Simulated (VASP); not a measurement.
# AlAs (F-43m) in VASP: band structure with PBE

Aim: the band structure of AlAs with PBE.

Program: VASP 6.6.1. These are calculated values, not measurements. Logs are shortened: lines on timing, memory, paths and dates and some standing lists are left out, and cuts for length are marked.

**1. The structure**

It takes space group F-43m (No. 216, cubic). The conventional cell has a = 5.862 Å, b = 5.862 Å, c = 5.862 Å, α = 90.00°, β = 90.00°, γ = 90.00°. Al (site symmetry -43m) has 4 As at 2.54 Å as nearest neighbours. As (site symmetry -43m) is surrounded by 4 Al at 2.54 Å.

**2. Band structure, PBE**

File INCAR:

```
PREC     = Accurate       # precision mode
ENCUT    = 520            # plane-wave cutoff, eV
EDIFF    = 1E-7           # SCF threshold, eV
ISMEAR   = 0              # smearing method
SIGMA    = 0.02           # smearing width, eV
LREAL    = F              # projectors in reciprocal space
LASPH    = T              # aspherical terms in the spheres
NELM     = 80             # most SCF steps
ALGO     = Normal         # electronic algorithm
ISIF     = 2              # what is computed and relaxed
LWAVE    = F              # write WAVECAR
LCHARG   = F              # write CHGCAR
GGA      = PE             # functional
NBANDS   = 11             # bands
```

File KPOINTS:

```
regular mesh
0
Gamma
  2 2 2
```

File POSCAR:

```
AlAs                                    
1.0
    0.0000000000      2.9312054247      2.9312054247
    2.9312054247      0.0000000000      2.9312054247
    2.9312054247      2.9312054247      0.0000000000
  Al              As            
     1     1
Direct
     0.0000000000000000    0.0000000000000000    0.0000000000000000
     0.2500000000000000    0.2500000000000000    0.2500000000000000
```

File KPOINTS_OPT:

```
path GXWKGLUWLK,UX
20
line-mode
reciprocal
 0.0000000000  0.0000000000  0.0000000000  G
 0.5000000000  0.0000000000  0.5000000000  X

 0.5000000000  0.0000000000  0.5000000000  X
 0.5000000000  0.2500000000  0.7500000000  W

 0.5000000000  0.2500000000  0.7500000000  W
 0.3750000000  0.3750000000  0.7500000000  K

 0.3750000000  0.3750000000  0.7500000000  K
 0.0000000000  0.0000000000  0.0000000000  G

 0.0000000000  0.0000000000  0.0000000000  G
 0.5000000000  0.5000000000  0.5000000000  L

 0.5000000000  0.5000000000  0.5000000000  L
 0.6250000000  0.2500000000  0.6250000000  U

 0.6250000000  0.2500000000  0.6250000000  U
 0.5000000000  0.2500000000  0.7500000000  W

 0.5000000000  0.2500000000  0.7500000000  W
 0.5000000000  0.5000000000  0.5000000000  L

 0.5000000000  0.5000000000  0.5000000000  L
 0.3750000000  0.3750000000  0.7500000000  K

 0.6250000000  0.2500000000  0.6250000000  U
 0.5000000000  0.0000000000  0.5000000000  X
```

Potentials or basis: VASP PAW PBE potentials, release 64 (Al, As).

Launch:

```bash
> cat potpaw_PBE.64/Al/POTCAR potpaw_PBE.64/As/POTCAR > POTCAR
> mpirun -np 1 vasp_std > vasp.out
```

OUTCAR:

```text
PREC = Accurate
   ENCUT = 520
   EDIFF = 1E-7
   ISMEAR = 0
   LREAL = F
   LASPH = T
   NELM = 80
   ISIF = 2
   GGA = PE

 ion  position               nearest neighbor table
   1  0.000  0.000  0.000-   2 2.54   2 2.54   2 2.54   2 2.54
   2  0.250  0.250  0.250-   1 2.54   1 2.54   1 2.54   1 2.54

  LATTYP: Found a face centered cubic cell.
 ALAT       =     5.8624108494

  Lattice vectors:

 A1 = (   0.0000000000,   2.9312054247,   2.9312054247)
 A2 = (   2.9312054247,   0.0000000000,   2.9312054247)
 A3 = (   2.9312054247,   2.9312054247,   0.0000000000)

Analysis of symmetry for initial positions (statically):
=====================================================================
 Subroutine PRICEL returns:
 Original cell was already a primitive cell.

 Routine SETGRP: Setting up the symmetry group for a
 face centered cubic supercell.

 Subroutine GETGRP returns: Found 24 space group operations
 (whereof 24 operations were pure point group operations)
 out of a pool of 48 trial point group operations.

The static configuration has the point symmetry T_d .

Analysis of symmetry for dynamics (positions and initial velocities):
=====================================================================
 Subroutine PRICEL returns:
 Original cell was already a primitive cell.

 Routine SETGRP: Setting up the symmetry group for a
 face centered cubic supercell.

 Subroutine GETGRP returns: Found 24 space group operations
 (whereof 24 operations were pure point group operations)
 out of a pool of 48 trial point group operations.

The dynamic configuration has the point symmetry T_d .

 Subroutine INISYM returns: Found 24 space group operations
 (whereof 24 operations are pure point group operations),
 and found     1 'primitive' translations

----------------------------------------------------------------------------------------

                                     Primitive cell

  volume of cell :      50.3696

  direct lattice vectors                    reciprocal lattice vectors
     0.000000000  2.931205425  2.931205425    -0.170578287  0.170578287  0.170578287
     2.931205425  0.000000000  2.931205425     0.170578287 -0.170578287  0.170578287
     2.931205425  2.931205425  0.000000000     0.170578287  0.170578287 -0.170578287

  length of vectors
     4.145350466  4.145350466  4.145350466     0.295450260  0.295450260  0.295450260

  position of ions in fractional coordinates (direct lattice)
     0.000000000  0.000000000  0.000000000
     0.250000000  0.250000000  0.250000000

  ion indices of the primitive-cell ions
   primitive index   ion index
[... 63 lines left out ...]
   NELECT =       8.0000    total number of electrons
   NUPDOWN=      -1.0000    fix difference up-down
   EMIN   =  10.00;   EMAX   =-10.00  energy-range for DOS
   EFERMI =   0.00;   METHOD = LEGACY
   ISMEAR =     0;   SIGMA  =   0.02  broadening in eV -4-tet -1-fermi 0-gaus
   EFERMI_NEDOS =   21; number of points for ismear=-14 and -15
   IALGO  =     38    algorithm
   IMIX   =      4    mixing-type and parameters
     AMIX     =   0.40;   BMIX     =  1.00
     AMIX_MAG =   1.60;   BMIX_MAG =  1.00
  volume/ion in A,a.u.               =      25.18       169.96
  Fermi-wavevector in a.u.,A,eV,Ry     =   0.886575  1.675383 10.694375  0.786014
  Thomas-Fermi vector in A             =   2.007759
   LORBIT       =      0    0 simple, 1 ext, 2 COOP (PROOUT), +10 PAW based schemes
   GGA     = PE    functional components
   LHFCALC =     F    Hartree Fock is set to
   AEXX    =    0.0000 exact exchange contribution
   IVDW    =     0    specifies the selected vdW correction
   LEPSILON=     F    determine dielectric tensor
   LRPA    =     F    only Hartree local field effects (RPA)
 non-spin polarized calculation
 Gauss-broadening in eV      SIGMA  =   0.02
  energy-cutoff  :      520.00
  volume of cell :       50.37
 maximum number of plane-waves:      1380
 NGX is ok and might be reduce to    32
   NGX = 15   NGY = 15   NGZ = 15

 number of electron       7.9999999 magnetization

 Free energy of the ion-electron system (eV)
  ---------------------------------------------------
  ext. energy  EPLUGINS =         0.00000000
  ---------------------------------------------------
  free energy    TOTEN  =        -7.50261598 eV

  energy without entropy =       -7.50261598  energy(sigma->0) =       -7.50261598

 E-fermi :   3.5081     XC(G=0):  -8.4403

 val. band max:        3.3754198132   @ k =   0.0000   0.0000   0.0000
 cond. band min:       4.5711213038   @ k =   0.0000   0.0000   0.0000
 fundamental gap:      1.1957014905
 Fermi energy:         3.5081068812

 k-point     1 :       0.0000    0.0000    0.0000
  band No.  band energies     occupation
      1      -7.9252      2.00000
      2       3.3754      2.00000
      3       3.3754      2.00000
      4       3.3754      2.00000
      5       4.5711      0.00000
      6       7.2569      0.00000
      7       7.2569      0.00000
      8       7.2569      0.00000
      9      11.6210      0.00000
     10      11.9730      0.00000
     11      11.9730      0.00000
[... 15 lines left out ...]
 k-point     3 :       0.5000    0.5000    0.0000
  band No.  band energies     occupation
      1      -6.1908      2.00000
      2      -1.8718      2.00000
      3       1.3499      2.00000
      4       1.3499      2.00000
      5       4.8065      0.00000
      6       5.4988      0.00000
      7      12.7715      0.00000
      8      12.7715      0.00000
      9      14.1362      0.00000
     10      15.2383      0.00000
     11      15.2387      0.00000

------------------------ aborting loop because EDIFF is reached ----------------------------------------

  FORCE on cell =-STRESS in cart. coord.  units (eV):
  Direction    XX          YY          ZZ          XY          YZ          ZX
  --------------------------------------------------------------------------------------
  -------------------------------------------------------------------------------------
  Total        0.0013579      0.0013579      0.0013579     -0.0000000     -0.0000000      0.0000000
  in kB        0.0431911      0.0431911      0.0431911     -0.0000000     -0.0000000      0.0000000
  external PRESSURE =       0.0431911 kB  Pullay stress =       0.0000000 kB

 VOLUME and BASIS-vectors are now :
 -----------------------------------------------------------------------------
  energy-cutoff  :      520.00
  volume of cell :       50.37
      direct lattice vectors                 reciprocal lattice vectors
     0.000000000  2.931205425  2.931205425    -0.170578287  0.170578287  0.170578287
     2.931205425  0.000000000  2.931205425     0.170578287 -0.170578287  0.170578287
     2.931205425  2.931205425  0.000000000     0.170578287  0.170578287 -0.170578287

 POSITION                                       TOTAL-FORCE (eV/Angst)
 -----------------------------------------------------------------------------------
      0.00000      0.00000      0.00000        -0.000000     -0.000000     -0.000000
      1.46560      1.46560      1.46560         0.000000      0.000000      0.000000
 -----------------------------------------------------------------------------------
    total drift:                               -0.000000     -0.000000     -0.000000

  FREE ENERGIE OF THE ION-ELECTRON SYSTEM (eV)
  ---------------------------------------------------
  free  energy   TOTEN  =        -7.5026159794 eV

  energy  without entropy=       -7.5026159794  energy(sigma->0) =       -7.50261598
```

OSZICAR:

```text
N       E                     dE             d eps       ncg     rms          rms(c)
DAV:   1     0.139194454980E+02    0.13919E+02   -0.26790E+03    66   0.528E+02
DAV:   2    -0.705130970761E+01   -0.20971E+02   -0.20086E+02    99   0.775E+01
DAV:   3    -0.793907236503E+01   -0.88776E+00   -0.88703E+00    92   0.168E+01
DAV:   4    -0.794508285986E+01   -0.60105E-02   -0.60100E-02    86   0.153E+00
DAV:   5    -0.794518511315E+01   -0.10225E-03   -0.10225E-03    88   0.189E-01    0.369E+00
DAV:   6    -0.754125694572E+01    0.40393E+00   -0.79875E-01    72   0.314E+00    0.212E+00
DAV:   7    -0.749198298409E+01    0.49274E-01   -0.29681E-01    72   0.216E+00    0.965E-01
DAV:   8    -0.750124641493E+01   -0.92634E-02   -0.28802E-02    72   0.835E-01    0.174E-01
DAV:   9    -0.750180405488E+01   -0.55764E-03   -0.89885E-04    78   0.156E-01    0.108E-01
DAV:  10    -0.750258291979E+01   -0.77886E-03   -0.89184E-04    72   0.153E-01    0.148E-02
[... 509 further cycles ...]
DAV:   4    -0.324565645043E+02   -0.29347E-02       84
DAV:   5    -0.324565938577E+02   -0.29353E-04       94
DAV:   6    -0.324565940157E+02   -0.15802E-06       92
DAV:   7    -0.324565940165E+02   -0.77107E-09      113
       N       E                     dE             ncg
DAV:   1     0.303075915229E+03   -0.69031E+03       44
DAV:   2     0.263967629288E+03   -0.39108E+02       55
DAV:   3     0.262725889835E+03   -0.12417E+01       77
DAV:   4     0.262723518568E+03   -0.23713E-02       53
DAV:   5     0.262723485022E+03   -0.33546E-04       77
DAV:   6     0.262723485009E+03   -0.12675E-07       50
```

stdout:

```text
POSCAR found type information on POSCAR AlAs
 POSCAR found :  2 types and       2 ions
 scaLAPACK will be used
 LDA part: xc-table for (Slater+PW92), standard interpolation
 POSCAR, INCAR and KPOINTS ok, starting setup
 FFT: planning ... GRIDC
 FFT: planning ... GRID_SOFT
 FFT: planning ... GRID
 WAVECAR not read
 entering main loop
 Start KPOINTS_OPT (optional k-point list driver)
k-point batch [1-3\200]
k-point batch [4-6\200]
k-point batch [7-9\200]
k-point batch [10-12\200]
k-point batch [13-15\200]
k-point batch [16-18\200]
[... 59 lines left out ...]
k-point batch [196-198\200]
k-point batch [199-200\200]
```

Run time: 32 s. Hardware: 1 thread of Intel Xeon Platinum 8375C at 2.90GHz (Ice Lake), shared host; peak memory 0.17 GiB.

What came out:

| Quantity | Value |
| --- | --- |
| Free energy | -7.5026 eV |
| Pressure | 0.0 GPa |
| Band gap on the k mesh | 1.20 eV, direct |
| Band gap along the path | 1.20 eV, direct |

Levels at the corners of the path, in eV from the valence-band top:
| point | band 1 | band 2 | band 3 | band 4 | band 5 | band 6 | band 7 | band 8 | band 9 |
| --- | --- | --- | --- | --- | --- | --- | --- | --- | --- |
| Γ | -11.30 | 0.00 | 0.00 | 0.00 | 1.20 | 3.88 | 3.88 | 3.88 | 8.25 |
| X | -9.57 | -5.25 | -2.03 | -2.03 | 1.43 | 2.12 | 9.40 | 9.40 | 10.76 |
| X | -9.57 | -5.25 | -2.03 | -2.03 | 1.43 | 2.12 | 9.40 | 9.40 | 10.76 |
| W | -9.54 | -4.99 | -2.88 | -2.59 | 4.20 | 4.99 | 5.12 | 5.80 | 9.78 |
| W | -9.54 | -4.99 | -2.88 | -2.59 | 4.20 | 4.99 | 5.12 | 5.80 | 9.78 |
| K | -9.60 | -5.04 | -3.11 | -1.68 | 2.11 | 4.62 | 7.52 | 7.52 | 8.08 |
| K | -9.60 | -5.04 | -3.11 | -1.68 | 2.11 | 4.62 | 7.52 | 7.52 | 8.08 |
| Γ | -11.30 | 0.00 | 0.00 | 0.00 | 1.20 | 3.88 | 3.88 | 3.88 | 8.25 |
| Γ | -11.30 | 0.00 | 0.00 | 0.00 | 1.20 | 3.88 | 3.88 | 3.88 | 8.25 |
| L | -10.05 | -5.28 | -0.79 | -0.79 | 1.62 | 4.38 | 4.38 | 7.47 | 10.40 |
| L | -10.05 | -5.28 | -0.79 | -0.79 | 1.62 | 4.38 | 4.38 | 7.47 | 10.40 |
| U | -9.60 | -5.04 | -3.11 | -1.68 | 2.11 | 4.62 | 7.52 | 7.52 | 8.08 |
| U | -9.60 | -5.04 | -3.11 | -1.68 | 2.11 | 4.62 | 7.52 | 7.52 | 8.08 |
| W | -9.54 | -4.99 | -2.88 | -2.59 | 4.20 | 4.99 | 5.12 | 5.80 | 9.78 |
| W | -9.54 | -4.99 | -2.88 | -2.59 | 4.20 | 4.99 | 5.12 | 5.80 | 9.78 |
| L | -10.05 | -5.28 | -0.79 | -0.79 | 1.62 | 4.38 | 4.38 | 7.47 | 10.40 |
| L | -10.05 | -5.28 | -0.79 | -0.79 | 1.62 | 4.38 | 4.38 | 7.47 | 10.40 |
| K | -9.60 | -5.04 | -3.11 | -1.68 | 2.11 | 4.62 | 7.52 | 7.52 | 8.08 |
| U | -9.60 | -5.04 | -3.11 | -1.68 | 2.11 | 4.62 | 7.52 | 7.52 | 8.08 |
| X | -9.57 | -5.25 | -2.03 | -2.03 | 1.43 | 2.12 | 9.40 | 9.40 | 10.76 |

Caveat: the k mesh is coarse (spacing up to 0.93 Å⁻¹), so the values aren't converged. Expect the measured gap to be larger: semilocal functionals such as PBE lack the derivative discontinuity.
